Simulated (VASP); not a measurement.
# SiNi3 (Pm-3m) in VASP: notebook

The runs below take SiNi3 through single point, relaxation of cell and atoms, with PBE.

Program: VASP 6.6.1. These are calculated values, not measurements. Logs are shortened: lines on timing, memory, paths and dates and some standing lists are left out, and cuts for length are marked.

### 1 The crystal as given

The structure is cubic, space group Pm-3m (No. 221). The conventional cell has a = 3.506 Å, b = 3.506 Å, c = 3.506 Å, α = 90.00°, β = 90.00°, γ = 90.00°. Si (site symmetry m-3m) is surrounded by 12 Ni at 2.48 Å. Around Ni (site symmetry 4/mmm) lie 4 Si at 2.48 Å and 8 Ni at 2.48 Å.

### 2 Single point, PBE

Input file INCAR:

```
PREC     = Accurate       # precision mode
ENCUT    = 520            # plane-wave cutoff, eV
EDIFF    = 1E-7           # SCF threshold, eV
ISMEAR   = 0              # smearing method
SIGMA    = 0.1            # smearing width, eV
LREAL    = F              # projectors in reciprocal space
LASPH    = T              # aspherical terms in the spheres
NELM     = 100            # most SCF steps
ALGO     = Fast           # electronic algorithm
ISIF     = 2              # what is computed and relaxed
LWAVE    = F              # write WAVECAR
LCHARG   = F              # write CHGCAR
GGA      = PE             # functional
NBANDS   = 25             # bands
```

Input file KPOINTS:

```
regular mesh
0
Gamma
  12 12 12
```

Input file POSCAR:

```
SiNi3
1.0
    3.5062675424      0.0000000000      0.0000000000
    0.0000000000      3.5062675424      0.0000000000
    0.0000000000      0.0000000000      3.5062675424
Si Ni
1 3
Direct
    0.0000000000      0.0000000000      0.0000000000
    0.0000000000      0.5000000000      0.5000000000
    0.5000000000      0.0000000000      0.5000000000
    0.5000000000      0.5000000000      0.0000000000
```

Potentials or basis: VASP PAW PBE potentials, release 64 (Si, Ni).

Command:

```bash
> cat potpaw_PBE.64/Si/POTCAR potpaw_PBE.64/Ni/POTCAR > POTCAR
> mpirun -np 1 vasp_std > vasp.out
```

OUTCAR:

```text
PREC = Accurate
   ENCUT = 520
   EDIFF = 1E-7
   ISMEAR = 0
   LREAL = F
   LASPH = T
   NELM = 100
   ISIF = 2
   GGA = PE

 ion  position               nearest neighbor table
   1  0.000  0.000  0.000-   2 2.48   3 2.48   4 2.48   2 2.48   3 2.48   2 2.48   4 2.48   2 2.48
                             3 2.48   4 2.48   3 2.48   4 2.48
   2  0.000  0.500  0.500-   1 2.48   3 2.48   4 2.48   1 2.48   4 2.48   1 2.48   3 2.48   1 2.48
                             3 2.48   4 2.48   4 2.48   3 2.48
   3  0.500  0.000  0.500-   1 2.48   2 2.48   4 2.48   1 2.48   4 2.48   2 2.48   4 2.48   4 2.48
                             1 2.48   2 2.48   1 2.48   2 2.48
   4  0.500  0.500  0.000-   1 2.48   2 2.48   3 2.48   2 2.48   3 2.48   1 2.48   3 2.48   3 2.48
                             1 2.48   2 2.48   2 2.48   1 2.48

  LATTYP: Found a simple cubic cell.
 ALAT       =     3.5062675424

  Lattice vectors:

 A1 = (   3.5062675424,   0.0000000000,   0.0000000000)
 A2 = (   0.0000000000,   3.5062675424,   0.0000000000)
 A3 = (   0.0000000000,   0.0000000000,   3.5062675424)

Analysis of symmetry for initial positions (statically):
=====================================================================
 Subroutine PRICEL returns:
 Original cell was already a primitive cell.

 Routine SETGRP: Setting up the symmetry group for a
 simple cubic supercell.

 Subroutine GETGRP returns: Found 48 space group operations
 (whereof 48 operations were pure point group operations)
 out of a pool of 48 trial point group operations.

The static configuration has the point symmetry O_h .

Analysis of symmetry for dynamics (positions and initial velocities):
=====================================================================
 Subroutine PRICEL returns:
 Original cell was already a primitive cell.

 Routine SETGRP: Setting up the symmetry group for a
 simple cubic supercell.

 Subroutine GETGRP returns: Found 48 space group operations
 (whereof 48 operations were pure point group operations)
 out of a pool of 48 trial point group operations.

The dynamic configuration has the point symmetry O_h .

 Subroutine INISYM returns: Found 48 space group operations
 (whereof 48 operations are pure point group operations),
 and found     1 'primitive' translations

----------------------------------------------------------------------------------------

                                     Primitive cell

  volume of cell :      43.1057

  direct lattice vectors                    reciprocal lattice vectors
     3.506267542  0.000000000  0.000000000     0.285203564  0.000000000  0.000000000
     0.000000000  3.506267542  0.000000000     0.000000000  0.285203564  0.000000000
     0.000000000  0.000000000  3.506267542     0.000000000  0.000000000  0.285203564

  length of vectors
     3.506267542  3.506267542  3.506267542     0.285203564  0.285203564  0.285203564

  position of ions in fractional coordinates (direct lattice)
     0.000000000  0.000000000  0.000000000
     0.000000000  0.500000000  0.500000000
     0.500000000  0.000000000  0.500000000
     0.500000000  0.500000000  0.000000000

  ion indices of the primitive-cell ions
   primitive index   ion index
                 1           1
                 2           2
                 3           3
                 4           4

----------------------------------------------------------------------------------------

 KPOINTS: regular mesh

Automatic generation of k-mesh.
 Grid dimensions read from file:
 generate k-points for:   12   12   12

 Generating k-lattice:

  Cartesian coordinates                     Fractional coordinates (reciprocal lattice)
     0.023766964  0.000000000  0.000000000     0.083333333  0.000000000  0.000000000
     0.000000000  0.023766964  0.000000000     0.000000000  0.083333333  0.000000000
     0.000000000  0.000000000  0.023766964     0.000000000  0.000000000  0.083333333

  Length of vectors
     0.023766964  0.023766964  0.023766964

  Shift w.r.t. Gamma in fractional coordinates (k-lattice)
     0.000000000  0.000000000  0.000000000

 Subroutine IBZKPT returns following result:
 ===========================================

 Found     84 irreducible k-points:

 Following reciprocal coordinates:
            Coordinates               Weight
  0.000000  0.000000  0.000000      1.000000
  0.083333  0.000000  0.000000      6.000000
  0.166667  0.000000  0.000000      6.000000
  0.250000  0.000000  0.000000      6.000000
  0.333333  0.000000  0.000000      6.000000
  0.416667  0.000000  0.000000      6.000000
[... 16 lines left out ...]
  0.333333  0.333333  0.000000     12.000000
  0.416667  0.333333  0.000000     24.000000
 [... further k-points ...]
   k-points           NKPTS =     84   k-points in BZ     NKDIM =     84   number of bands    NBANDS=     25
   number of dos      NEDOS =    301   number of ions     NIONS =      4
   total plane-waves  NPLWV =  21952
   dimension x,y,z NGX =    28 NGY =   28 NGZ =   28
   dimension x,y,z NGXF=    56 NGYF=   56 NGZF=   56
   ions per type =               1   3
   NGX,Y,Z   is equivalent  to a cutoff of  13.28, 13.28, 13.28 a.u.
   NGXF,Y,Z  is equivalent  to a cutoff of  26.55, 26.55, 26.55 a.u.
 SYSTEM =  unknown system
   PREC   = accura    normal or accurate (medium, high low for compatibility)
   ISTART =      0    job   : 0-new  1-cont  2-samecut
   ICHARG =      2    charge: 1-file 2-atom 10-const
   ISPIN  =      1    spin polarized calculation?
   LNONCOLLINEAR =      F non collinear calculations
   LSORBIT =      F    spin-orbit coupling
   LASPH  =      T    aspherical Exc in radial PAW
   ENCUT  =  520.0 eV  38.22 Ry    6.18 a.u.   6.52  6.52  6.52*2*pi/ulx,y,z
   NELM   =    100;   NELMIN=  2; NELMDL= -5     # of ELM steps
   EDIFF  = 0.1E-06   stopping-criterion for ELM
   LREAL  =      F    real-space projection
   EDIFFG = 0.1E-05   stopping-criterion for IOM
   NSW    =      0    number of steps for IOM
   IBRION =     -1    ionic relax: 0-MD 1-quasi-New 2-CG
   NFREE  =      0    steps in history (QN), initial steepest desc. (CG)
   ISIF   =      2    stress and relaxation
   ISYM   =      2    0-nonsym 1-usesym 2-fastsym
   POTIM  = 0.5000    time-step for ionic-motion
   TEBEG  =    0.0;   TEEND  =   0.0 temperature during run
   PSTRESS=    0.0 pullay stress
   NELECT =      34.0000    total number of electrons
   NUPDOWN=      -1.0000    fix difference up-down
   EMIN   =  10.00;   EMAX   =-10.00  energy-range for DOS
   EFERMI =   0.00;   METHOD = LEGACY
   ISMEAR =     0;   SIGMA  =   0.10  broadening in eV -4-tet -1-fermi 0-gaus
   EFERMI_NEDOS =   21; number of points for ismear=-14 and -15
   IALGO  =     68    algorithm
   IMIX   =      4    mixing-type and parameters
     AMIX     =   0.40;   BMIX     =  1.00
     AMIX_MAG =   1.60;   BMIX_MAG =  1.00
  volume/ion in A,a.u.               =      10.78        72.72
  Fermi-wavevector in a.u.,A,eV,Ry     =   1.512595  2.858391 31.129376  2.287945
  Thomas-Fermi vector in A             =   2.622499
   LORBIT       =      0    0 simple, 1 ext, 2 COOP (PROOUT), +10 PAW based schemes
   GGA     = PE    functional components
   LHFCALC =     F    Hartree Fock is set to
   AEXX    =    0.0000 exact exchange contribution
   IVDW    =     0    specifies the selected vdW correction
   LEPSILON=     F    determine dielectric tensor
   LRPA    =     F    only Hartree local field effects (RPA)
 non-spin polarized calculation
 RMM-DIIS sequential band-by-band and
 Gauss-broadening in eV      SIGMA  =   0.10
  energy-cutoff  :      520.00
  volume of cell :       43.11
 maximum number of plane-waves:      1189
 NGX is ok and might be reduce to    28
   NGX = 13   NGY = 13   NGZ = 13

 number of electron      33.9999979 magnetization

 Free energy of the ion-electron system (eV)
  ---------------------------------------------------
  ext. energy  EPLUGINS =         0.00000000
  ---------------------------------------------------
  free energy    TOTEN  =       -23.68596499 eV

  energy without entropy =      -23.67561478  energy(sigma->0) =      -23.68078988

 E-fermi :  10.6538     XC(G=0): -13.0971

 val. band max:       10.6445412549   @ k =   0.0833   0.0833   0.0000
 cond. band min:      10.6750836215   @ k =   0.4167   0.4167   0.3333
 fundamental gap:      0.0305423666
 Fermi energy:        10.6538451897

 k-point     1 :       0.0000    0.0000    0.0000
  band No.  band energies     occupation
      1      -1.2720      2.00000
      2       5.7857      2.00000
      3       6.6057      2.00000
      4       6.6057      2.00000
      5       7.1244      2.00000
      6       7.1244      2.00000
[... 17 lines left out ...]
     24      21.2203      0.00000
     25      21.2203      0.00000

 k-point     2 :       0.0833    0.0000    0.0000
  band No.  band energies     occupation
      1      -1.1907      2.00000
      2       5.8030      2.00000
      3       6.4888      2.00000
      4       6.6634      2.00000
      5       7.1172      2.00000
      6       7.1172      2.00000
[... 17 lines left out ...]
     24      20.9539      0.00000
     25      21.0135      0.00000

 k-point     3 :       0.1667    0.0000    0.0000
  band No.  band energies     occupation
      1      -0.9500      2.00000
      2       5.6928      2.00000
      3       6.2606      2.00000
      4       6.8301      2.00000
      5       7.0915      2.00000
      6       7.0915      2.00000
[... 552 lines left out ...]
 k-point    23 :       0.3333    0.3333    0.0000
  band No.  band energies     occupation
      1       1.0292      2.00000
      2       4.8827      2.00000
      3       5.0250      2.00000
      4       6.7800      2.00000
      5       7.0579      2.00000
      6       7.6019      2.00000
[... 17 lines left out ...]
     24      20.4952      0.00000
     25      21.0581      0.00000

 k-point    24 :       0.4167    0.3333    0.0000
  band No.  band energies     occupation
      1       1.4824      2.00000
      2       4.2901      2.00000
      3       5.2093      2.00000
      4       6.7411      2.00000
      5       7.1313      2.00000
      6       7.7598      2.00000
[... 17 lines left out ...]
     24      20.4767      0.00000
     25      21.3794      0.00000

 [... further k-points ...]

------------------------ aborting loop because EDIFF is reached ----------------------------------------

  FORCE on cell =-STRESS in cart. coord.  units (eV):
  Direction    XX          YY          ZZ          XY          YZ          ZX
  --------------------------------------------------------------------------------------
  -------------------------------------------------------------------------------------
  Total        0.0134606      0.0134606      0.0134606      0.0000000      0.0000000      0.0000000
  in kB        0.5003124      0.5003124      0.5003124      0.0000000      0.0000000      0.0000000
  external PRESSURE =       0.5003124 kB  Pullay stress =       0.0000000 kB

 VOLUME and BASIS-vectors are now :
 -----------------------------------------------------------------------------
  energy-cutoff  :      520.00
  volume of cell :       43.11
      direct lattice vectors                 reciprocal lattice vectors
     3.506267542  0.000000000  0.000000000     0.285203564  0.000000000  0.000000000
     0.000000000  3.506267542  0.000000000     0.000000000  0.285203564  0.000000000
     0.000000000  0.000000000  3.506267542     0.000000000  0.000000000  0.285203564

 POSITION                                       TOTAL-FORCE (eV/Angst)
 -----------------------------------------------------------------------------------
      0.00000      0.00000      0.00000         0.000000      0.000000      0.000000
      0.00000      1.75313      1.75313         0.000000      0.000000      0.000000
      1.75313      0.00000      1.75313         0.000000      0.000000      0.000000
      1.75313      1.75313      0.00000         0.000000      0.000000      0.000000
 -----------------------------------------------------------------------------------
    total drift:                                0.000000      0.000000      0.000000

  FREE ENERGIE OF THE ION-ELECTRON SYSTEM (eV)
  ---------------------------------------------------
  free  energy   TOTEN  =       -23.6859649856 eV

  energy  without entropy=      -23.6756147841  energy(sigma->0) =      -23.68078988
```

It took 96 s on 1 thread of Intel Xeon Platinum 8259CL at 2.50GHz (Skylake/Cascade Lake), shared host; peak memory 0.2 GiB.

What came out:

```yaml
Free_energy: -23.6860 eV
Pressure: 0.1 GPa
Band_gap_on_the_k_mesh: none (metal or under the smearing width)
```

Levels at points of the mesh, in eV from the Fermi level:
```csv
k point,band 13,band 14,band 15,band 16,band 17,band 18,band 19,band 20,band 21,band 22
"(0.00, 0.00, 0.00)",-0.89,-0.62,-0.62,-0.30,0.03,0.03,0.03,4.82,6.33,6.33
"(0.50, 0.00, 0.00)",-1.31,-1.29,-1.14,-0.56,0.03,3.60,3.60,5.20,5.27,5.27
"(0.50, 0.50, 0.00)",-1.43,-1.42,-1.11,-1.01,-0.94,0.65,0.65,5.58,6.33,7.67
"(0.50, 0.50, 0.50)",-1.44,-1.24,-1.24,-0.39,-0.21,-0.21,-0.21,1.20,4.02,4.02
```

Spin polarisation is off, so any magnetic state and its effect on volume and gap are missing.

(Part 1 of 2 ends here.)
